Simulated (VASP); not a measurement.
# Rh (P6_3/mmc) in VASP: a series of runs

The runs below take Rh through single point, relaxation of cell and atoms, with PBE.

All numbers are computed with VASP 6.6.1; they aren't measurements. Logs are shortened: lines on timing, memory, paths and dates and some standing lists are left out, and cuts for length are marked.

### Step 1. Starting point

It takes space group P6_3/mmc (No. 194, hexagonal). Conventional cell: a = 2.692 Å, b = 2.692 Å, c = 8.798 Å, α = 90.00°, β = 90.00°, γ = 120.00°. Around Rh (site symmetry -3m) lie 12 Rh at 2.69 Å. Rh (site symmetry -6m2) is surrounded by 12 Rh at 2.69 Å.

This isn't the form of Rh at room conditions, which is fcc.

### Step 2. Single point, PBE

The input, INCAR:

```
SYSTEM = Rh
PREC = Accurate ; ENCUT = 520
EDIFF = 1E-7 ; ISMEAR = 0
SIGMA = 0.1 ; LREAL = .FALSE.
LASPH = .TRUE. ; NELM = 100
ALGO = Fast ; ISIF = 2
LWAVE = .FALSE. ; LCHARG = .TRUE.
GGA = PE ; LELF = .TRUE.
LVHAR = .TRUE. ; NBANDS = 38
```

The input, KPOINTS:

```
Automatic mesh
0
G
  9 9 2
  0 0 0
```

The input, POSCAR:

```
Rh
1.0
    2.6917446234      0.0000000000      0.0000000000
   -1.3458723117      2.3311192244      0.0000000000
    0.0000000000      0.0000000000      8.7980701300
Rh
4
Direct
    0.0000000000      0.0000000000      0.0000000000
    0.3333333300      0.6666666700      0.2500000000
    0.0000000000      0.0000000000      0.5000000000
    0.6666666700      0.3333333300      0.7500000000
```

Potentials or basis: VASP PAW PBE potentials, release 64 (Rh_pv).

Started as:

```sh
> cat potpaw_PBE.64/Rh_pv/POTCAR > POTCAR
> mpirun -np 1 vasp_std > vasp.out
```

OUTCAR:

```text
SYSTEM = Rh
   PREC = Accurate
   ENCUT = 520
   EDIFF = 1E-7
   ISMEAR = 0
   LREAL = .FALSE.
   LASPH = .TRUE.
   NELM = 100
   ISIF = 2
   GGA = PE

 ion  position               nearest neighbor table
   1  0.000  0.000  0.000-   2 2.69   4 2.69   4 2.69   2 2.69   4 2.69   2 2.69
   2  0.333  0.667  0.250-   1 2.69   3 2.69   1 2.69   3 2.69   1 2.69   3 2.69
   3  0.000  0.000  0.500-   2 2.69   4 2.69   4 2.69   2 2.69   4 2.69   2 2.69
   4  0.667  0.333  0.750-   1 2.69   3 2.69   1 2.69   3 2.69   1 2.69   3 2.69

  LATTYP: Found a hexagonal cell.
 ALAT       =     2.6917446234
 C/A-ratio  =     3.2685382014

  Lattice vectors:

 A1 = (   2.6917446234,   0.0000000000,   0.0000000000)
 A2 = (  -1.3458723117,   2.3311192244,   0.0000000000)
 A3 = (   0.0000000000,   0.0000000000,   8.7980701300)

Analysis of symmetry for initial positions (statically):
=====================================================================
 Subroutine PRICEL returns:
 Original cell was already a primitive cell.

 Routine SETGRP: Setting up the symmetry group for a
 hexagonal supercell.

 Subroutine GETGRP returns: Found 24 space group operations
 (whereof 12 operations were pure point group operations)
 out of a pool of 24 trial point group operations.

The static configuration has the point symmetry D_3d.
 The point group associated with its full space group is D_6h.

Analysis of symmetry for dynamics (positions and initial velocities):
=====================================================================
 Subroutine PRICEL returns:
 Original cell was already a primitive cell.

 Routine SETGRP: Setting up the symmetry group for a
 hexagonal supercell.

 Subroutine GETGRP returns: Found 24 space group operations
 (whereof 12 operations were pure point group operations)
 out of a pool of 24 trial point group operations.

The dynamic configuration has the point symmetry D_3d.
 The point group associated with its full space group is D_6h.

 Subroutine INISYM returns: Found 24 space group operations
 (whereof 12 operations are pure point group operations),
 and found     1 'primitive' translations

----------------------------------------------------------------------------------------

                                     Primitive cell

  volume of cell :      55.2059

  direct lattice vectors                    reciprocal lattice vectors
     2.691744623  0.000000000  0.000000000     0.371506268  0.214489244  0.000000000
    -1.345872312  2.331119224  0.000000000     0.000000000  0.428978488  0.000000000
     0.000000000  0.000000000  8.798070130     0.000000000  0.000000000  0.113661290

  length of vectors
     2.691744623  2.691744623  8.798070130     0.428978488  0.428978488  0.113661290

  position of ions in fractional coordinates (direct lattice)
     0.000000000  0.000000000  0.000000000
     0.333333330  0.666666670  0.250000000
     0.000000000  0.000000000  0.500000000
     0.666666670  0.333333330  0.750000000

  ion indices of the primitive-cell ions
   primitive index   ion index
                 1           1
                 2           2
                 3           3
                 4           4

----------------------------------------------------------------------------------------

 KPOINTS: Automatic mesh

Automatic generation of k-mesh.
 Grid dimensions read from file:
 generate k-points for:    9    9    2

 Generating k-lattice:

  Cartesian coordinates                     Fractional coordinates (reciprocal lattice)
     0.041278474  0.023832138  0.000000000     0.111111111  0.000000000  0.000000000
     0.000000000  0.047664276  0.000000000     0.000000000  0.111111111  0.000000000
     0.000000000  0.000000000  0.056830645     0.000000000  0.000000000  0.500000000

  Length of vectors
     0.047664276  0.047664276  0.056830645

  Shift w.r.t. Gamma in fractional coordinates (k-lattice)
     0.000000000  0.000000000  0.000000000

 Subroutine IBZKPT returns following result:
 ===========================================

 Found     24 irreducible k-points:

 Following reciprocal coordinates:
            Coordinates               Weight
  0.000000  0.000000  0.000000      1.000000
  0.111111  0.000000  0.000000      6.000000
  0.222222  0.000000  0.000000      6.000000
  0.333333  0.000000  0.000000      6.000000
  0.444444  0.000000  0.000000      6.000000
  0.111111  0.111111  0.000000      6.000000
[... 16 lines left out ...]
  0.333333  0.222222  0.500000     12.000000
  0.333333  0.333333  0.500000      2.000000
   k-points           NKPTS =     24   k-points in BZ     NKDIM =     24   number of bands    NBANDS=     38
   number of dos      NEDOS =    301   number of ions     NIONS =      4
   total plane-waves  NPLWV =  28000
   dimension x,y,z NGX =    20 NGY =   20 NGZ =   70
   dimension x,y,z NGXF=    40 NGYF=   40 NGZF=  140
   ions per type =               4
   NGX,Y,Z   is equivalent  to a cutoff of  12.35, 12.35, 13.23 a.u.
[... 36 lines left out ...]
   GGA     = PE    functional components
   LHFCALC =     F    Hartree Fock is set to
   AEXX    =    0.0000 exact exchange contribution
   IVDW    =     0    specifies the selected vdW correction
   LEPSILON=     F    determine dielectric tensor
   LRPA    =     F    only Hartree local field effects (RPA)
 non-spin polarized calculation
 RMM-DIIS sequential band-by-band and
 Gauss-broadening in eV      SIGMA  =   0.10
  energy-cutoff  :      520.00
  volume of cell :       55.21
 maximum number of plane-waves:      1512
 NGX is ok and might be reduce to    20

 number of electron      59.9999994 magnetization

 Free energy of the ion-electron system (eV)
  ---------------------------------------------------
  ext. energy  EPLUGINS =         0.00000000
  ---------------------------------------------------
  free energy    TOTEN  =       -28.96053000 eV

  energy without entropy =      -28.93186054  energy(sigma->0) =      -28.94619527

 E-fermi :  11.8446     XC(G=0): -14.0061

 val. band max:       11.7955903583   @ k =   0.3333   0.3333   0.0000
 cond. band min:      11.8491660896   @ k =   0.2222   0.1111   0.5000
 fundamental gap:      0.0535757313
 Fermi energy:        11.8445946258

 k-point     1 :       0.0000    0.0000    0.0000
  band No.  band energies     occupation
      1     -35.2682      2.00000
      2     -34.9317      2.00000
      3     -34.8960      2.00000
      4     -34.6272      2.00000
      5     -34.6272      2.00000
      6     -34.5970      2.00000
[... 30 lines left out ...]
     37      20.3927      0.00000
     38      26.2726      0.00000

 k-point     2 :       0.1111    0.0000    0.0000
  band No.  band energies     occupation
      1     -35.2405      2.00000
      2     -34.9371      2.00000
      3     -34.9067      2.00000
      4     -34.6910      2.00000
      5     -34.6472      2.00000
      6     -34.6448      2.00000
[... 30 lines left out ...]
     37      20.3284      0.00000
     38      26.7230      0.00000

 k-point     3 :       0.2222    0.0000    0.0000
  band No.  band energies     occupation
      1     -35.1659      2.00000
      2     -34.9780      2.00000
      3     -34.9760      2.00000
      4     -34.8457      2.00000
      5     -34.7675      2.00000
      6     -34.7037      2.00000
[... 30 lines left out ...]
     37      20.2294      0.00000
     38      26.3238      0.00000

 k-point     4 :       0.3333    0.0000    0.0000
  band No.  band energies     occupation
      1     -35.1257      2.00000
      2     -35.1189      2.00000
      3     -35.0226      2.00000
      4     -35.0188      2.00000
      5     -34.9481      2.00000
      6     -34.7645      2.00000
[... 30 lines left out ...]
     37      20.2420      0.00000
     38      22.6317      0.00000
[... 703 lines left out ...]
      4     -35.0563      2.00000
      5     -34.8684      2.00000
      6     -34.8684      2.00000
[... 30 lines left out ...]
     37      23.2928      0.00000
     38      23.3060      0.00000

 k-point    23 :       0.3333    0.2222    0.5000
  band No.  band energies     occupation
      1     -35.1280      2.00000
      2     -35.1280      2.00000
      3     -35.0859      2.00000
      4     -35.0859      2.00000
      5     -34.9063      2.00000
      6     -34.9063      2.00000
[... 30 lines left out ...]
     37      21.2367      0.00000
     38      21.2367      0.00000

 k-point    24 :       0.3333    0.3333    0.5000
  band No.  band energies     occupation
      1     -35.0781      2.00000
      2     -35.0781      2.00000
      3     -35.0657      2.00000
      4     -35.0657      2.00000
      5     -34.9506      2.00000
      6     -34.9506      2.00000
[... 30 lines left out ...]
     37      19.6217      0.00000
     38      19.6217      0.00000

------------------------ aborting loop because EDIFF is reached ----------------------------------------

  FORCE on cell =-STRESS in cart. coord.  units (eV):
  Direction    XX          YY          ZZ          XY          YZ          ZX
  --------------------------------------------------------------------------------------
  -------------------------------------------------------------------------------------
  Total        2.0312576      2.0312576      1.3610113      0.0000000      0.0000000     -0.0000000
  in kB       58.9508171     58.9508171     39.4990422      0.0000000      0.0000000     -0.0000000
  external PRESSURE =      52.4668921 kB  Pullay stress =       0.0000000 kB

 VOLUME and BASIS-vectors are now :
 -----------------------------------------------------------------------------
  energy-cutoff  :      520.00
  volume of cell :       55.21
      direct lattice vectors                 reciprocal lattice vectors
     2.691744623  0.000000000  0.000000000     0.371506268  0.214489244  0.000000000
    -1.345872312  2.331119224  0.000000000     0.000000000  0.428978488  0.000000000
     0.000000000  0.000000000  8.798070130     0.000000000  0.000000000  0.113661290

 POSITION                                       TOTAL-FORCE (eV/Angst)
 -----------------------------------------------------------------------------------
      0.00000      0.00000      0.00000        -0.000000     -0.000000     -0.000000
     -0.00000      1.55408      2.19952        -0.000000      0.000000     -0.000000
      0.00000      0.00000      4.39904        -0.000000     -0.000000     -0.000000
      1.34587      0.77704      6.59855         0.000000     -0.000000      0.000000
 -----------------------------------------------------------------------------------
    total drift:                               -0.000000      0.000000      0.000000

  FREE ENERGIE OF THE ION-ELECTRON SYSTEM (eV)
  ---------------------------------------------------
  free  energy   TOTEN  =       -28.9605300041 eV

  energy  without entropy=      -28.9318605414  energy(sigma->0) =      -28.94619527
```

It took 54 s on 1 thread of Intel Xeon Platinum 8488C (Sapphire Rapids), shared host; peak memory 0.17 GiB.

Results:

| Item | Value |
| --- | --- |
| Free energy | -28.9605 eV |
| Pressure | 5.2 GPa |
| Band gap on the k mesh | none (metal or under the smearing width) |

Stress tensor (GPa, compression positive):
```
5.90 0.00 0.00
0.00 5.90 0.00
0.00 0.00 3.95
```

### Step 3. Single point, PBE

This run uses another cell than the first one: it holds 1 atom, not 4.

The input, INCAR:

```
SYSTEM = Rh
  ALGO = Normal
  EDIFF = 1E-6
  ENCUT = 520
  GGA = PE
  ISIF = 2
  ISMEAR = 0
  LASPH = .TRUE.
  LCHARG = .FALSE.
  LREAL = .FALSE.
  LWAVE = .FALSE.
  NBANDS = 14
  NELM = 100
  PREC = Accurate
  SIGMA = 0.1
```

The input, KPOINTS:

```
k-points
0
G
  22 22 22
  0 0 0
```

The input, POSCAR:

```
Rh
1.0
    2.5356115819      0.0000000000      0.0000000000
    0.0000000000      2.5356115819      0.0000000000
    0.0000000000      0.0000000000      2.5356115819
Rh
1
Direct
    0.0000000000      0.0000000000      0.0000000000
```

Potentials or basis: VASP PAW PBE potentials, release 64 (Rh_pv).

Started as:

```sh
> cat potpaw_PBE.64/Rh_pv/POTCAR > POTCAR
> mpirun -np 1 vasp_std > vasp.out
```

It took 36 s on 1 thread of Intel Xeon Platinum 8488C (Sapphire Rapids), shared host; peak memory 0.18 GiB.

Results (log left out):

* Free energy: -6.4697 eV
* Pressure: 0.0 GPa
* Band gap on the k mesh: none (metal or under the smearing width)

Levels at points of the mesh, in eV from the Fermi level:
```csv
k point,band 3,band 4,band 5,band 6,band 7,band 8,band 9,band 10,band 11,band 12
"(0.00, 0.00, 0.00)",-45.99,-6.72,-5.06,-5.06,0.76,0.76,0.76,16.81,16.81,16.81
"(0.50, 0.00, 0.00)",-45.93,-4.44,-4.29,-1.33,-1.33,0.01,0.96,6.16,17.53,21.23
"(0.50, 0.50, 0.00)",-45.87,-5.52,-3.61,-0.93,-0.93,2.30,5.64,5.64,13.22,13.52
"(0.50, 0.50, 0.50)",-46.52,-4.39,-4.39,-4.39,2.43,2.43,10.21,12.06,12.06,12.06
```

### Step 4. Relaxation of cell and atoms, PBE

This run uses another cell than the first one: it holds 1 atom, not 4.

The input, INCAR:

```
SYSTEM = Rh
PREC = Accurate
ENCUT = 600
EDIFF = 1E-7
ISMEAR = 0
SIGMA = 0.1
LREAL = .False.
LASPH = .True.
NELM = 100
ALGO = Fast
ISIF = 3
LWAVE = .False.
LCHARG = .False.
GGA = PE
IBRION = 2
NSW = 100
EDIFFG = -0.01
```

The input, KPOINTS:

```
regular mesh
0
Gamma
  22 22 22
  0 0 0
```

The input, POSCAR:

```
Rh
1.0
    2.5323728968      0.0000000000      0.0000000000
    0.0000000000      2.5323728968      0.0000000000
    0.0000000000      0.0000000000      2.5323728968
Rh
1
Direct
    0.0000000000      0.0000000000      0.0000000000
```

Started as:

```sh
> cat potpaw_PBE.64/Rh_pv/POTCAR > POTCAR
> mpirun -np 1 vasp_std > vasp.out
```

Wall time 70 s (1 thread of Intel Xeon Platinum 8488C (Sapphire Rapids), shared host); peak memory 0.19 GiB.

It converged, with:

- Free energy: -6.4695 eV
- Relaxed volume: 16.30 Å³/atom
- Relaxed cell: a = 2.535 Å, b = 2.535 Å, c = 2.535 Å, α = 90.00°, β = 90.00°, γ = 90.00°
- Space group after relaxing (to 0.05 Å): Pm-3m (No. 221)
- Energy gained by relaxing: 0.1 meV/atom
- Ionic steps: 3
- Pressure after relaxing: 0.0 GPa
- Band gap on the k mesh: none (metal or under the smearing width)

Step by step:
```
step  energy change (eV)  largest force (eV/Å)  pressure (GPa)  volume (Å³)
   1              0.0000                0.0000            0.66        16.24
   2              0.0002                0.0000           -1.13        16.40
   3             -0.0001                0.0000           -0.01        16.30
```

Final structure:
```cif
data_structure
_symmetry_space_group_name_H-M 'P 1'
_symmetry_Int_Tables_number 1
_cell_length_a 2.5353
_cell_length_b 2.5353
_cell_length_c 2.5353
_cell_angle_alpha 90.000
_cell_angle_beta 90.000
_cell_angle_gamma 90.000
_cell_volume 16.30
loop_
_atom_site_label
_atom_site_type_symbol
_atom_site_fract_x
_atom_site_fract_y
_atom_site_fract_z
_atom_site_occupancy
Rh1 Rh 0.00000 0.00000 0.00000 1
```

Levels at points of the mesh, in eV from the Fermi level:
| k point | band 5 | band 6 | band 7 | band 8 | band 9 | band 10 |
| --- | --- | --- | --- | --- | --- | --- |
| (0.00, 0.00, 0.00) | -5.06 | -5.06 | 0.76 | 0.76 | 0.76 | 16.81 |
| (0.50, 0.00, 0.00) | -4.29 | -1.33 | -1.33 | 0.01 | 0.96 | 6.17 |
| (0.50, 0.50, 0.00) | -3.61 | -0.93 | -0.93 | 2.30 | 5.64 | 5.64 |
| (0.50, 0.50, 0.50) | -4.39 | -4.39 | 2.43 | 2.43 | 10.20 | 12.06 |

### Step 5. Single point, PBE

This run uses another cell than the first one, of 16.01 Å³/atom, 1.160 times its volume.

The input, INCAR:

```
  ALGO = Fast
  EDIFF = 1E-6
  ENCUT = 520
  GGA = PE
  ISIF = 2
  ISMEAR = 0
  LASPH = T
  LCHARG = T
  LELF = T
  LREAL = F
  LVHAR = T
  LWAVE = F
  NBANDS = 38
  NELM = 100
  PREC = Accurate
  SIGMA = 0.1
```

The input, KPOINTS:

```
k-points
0
Gamma
  6 6 4
```

The input, POSCAR:

```
Rh
1.0
    2.7476285067     -1.6385857276      0.0000000000
    2.7476285067      1.6385857276      0.0000000000
   -1.5346854046      0.0000000000      7.1138799709
Rh
4
Direct
    0.0504000000      0.0504000000      0.0996000000
    0.9496000000      0.9496000000      0.9004000000
    0.5050000000      0.5050000000      0.6000000000
    0.4950000000      0.4950000000      0.4000000000
```

Started as:

```sh
> cat potpaw_PBE.64/Rh_pv/POTCAR > POTCAR
> mpirun -np 1 vasp_std > vasp.out
```

It took 2.9 min on 1 thread of Intel Xeon Platinum 8259CL at 2.50GHz (Skylake/Cascade Lake), shared host; peak memory 0.21 GiB.

The run converged. Its results:

| Item | Value |
| --- | --- |
| Free energy | 21.5337 eV |
| Pressure | 246.0 GPa |
| Largest force | 106.361 eV/Å |
| Band gap on the k mesh | none (metal or under the smearing width) |

Forces in eV/Å, atoms in the order of the input:
```
Rh    18.638    0.000  104.716
Rh   -18.638    0.000 -104.716
Rh   -17.994    0.000  101.596
Rh    17.994    0.000 -101.596
```

Stress tensor (GPa, compression positive):
```
 15.47   0.00  -0.40
  0.00  -8.47   0.00
 -0.40   0.00 730.92
```

Levels at points of the mesh, in eV from the Fermi level:
| k point | band 28 | band 29 | band 30 | band 31 | band 32 | band 33 |
| --- | --- | --- | --- | --- | --- | --- |
| (0.00, 0.00, 0.00) | -1.48 | -1.41 | -0.91 | 0.11 | 0.82 | 0.97 |
| (0.50, 0.00, 0.00) | -0.95 | -0.64 | -0.51 | 0.24 | 0.55 | 0.89 |
| (0.50, 0.50, 0.00) | -0.69 | -0.62 | -0.60 | -0.17 | 0.19 | 0.81 |
| (0.00, 0.00, 0.50) | -1.79 | -1.76 | -1.70 | 1.35 | 1.36 | 1.43 |
| (0.50, 0.00, 0.50) | -0.90 | -0.85 | -0.41 | -0.37 | 0.39 | 0.62 |
| (0.50, 0.50, 0.50) | -0.66 | -0.56 | -0.52 | -0.04 | 0.78 | 0.87 |

Caveat: the k mesh is coarse (spacing up to 0.37 Å⁻¹), so the values aren't converged; a pressure of tens of GPa on the cell as given is suspect, and the run, the potentials or the cell itself is likely at fault; forces of over 1 eV/Å show positions far from the minimum, so gaps and moduli don't describe the material at rest.

### Step 6. Overview

```csv
task,cell,k mesh,cutoff (eV),mesh quality,gap on the mesh (eV),pressure (GPa)
single point,"P6_3/mmc, 13.8 Å³/atom",9 × 9 × 2,520,not flagged,none,5.2
single point,"Pm-3m, 16.3 Å³/atom",22 × 22 × 22,520,not flagged,none,0.0
relaxation of cell and atoms,relaxed,22 × 22 × 22,600,not flagged,none,0.0
single point,"C2/m, 16.01 Å³/atom",6 × 6 × 4,520,coarse,none,246.0
```

Alike in all rows: level PBE; potentials or basis VASP PAW PBE potentials, release 64 (Rh_pv); no spin polarisation; smearing gaussian 0.1 eV.

Caveats: some runs use coarse meshes; a pressure of tens of GPa on the cell as given is suspect, and the run, the potentials or the cell itself is likely at fault (some runs); forces of over 1 eV/Å show positions far from the minimum, so gaps and moduli don't describe the material at rest (some runs).

Absolute energies hang on the potentials; compare differences alone.
